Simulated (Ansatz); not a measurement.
Take a crystal in which Sb has been replaced by As on all its sites, with the cell rescaled by a rough guess (in some cases also distorted within its space group) and nothing relaxed:

```yaml
crystal:
  lattice:
    - [3.00953, -3.02727, 0.00000]
    - [3.00953, 3.02727, 0.00000]
    - [0.00000, 0.00000, 6.01933]
  atoms:
    - { symbol: In, position: [0.27941, 0.72059, 0.25000] }
    - { symbol: In, position: [0.72059, 0.27941, 0.75000] }
    - { symbol: As, position: [0.77721, 0.22279, 0.25000] }
    - { symbol: As, position: [0.22279, 0.77721, 0.75000] }
```

Level of theory: Ansatz 0.2.0, DFT PBE, scalar-relativistic, plane waves, PAW.

Plane waves to 420 eV, a k mesh through Γ of 10×10×8 on the computed 4-atom cell and Gaussian smearing (0.10 eV); no spin polarisation.

(1) Will this cell want to expand or contract, and how hard?

(2) Is it a metal on this mesh?

(3) What is its energy against the elements in their standard states?

Results:

(1) The pressure is -6.2 GPa (positive in compression), so the cell would contract.

(2) Yes, a band crosses the Fermi level.

(3) +0.043 eV/atom at this unrelaxed geometry, with the elements in the same functional.

This form isn't the usual stable structure of the compound.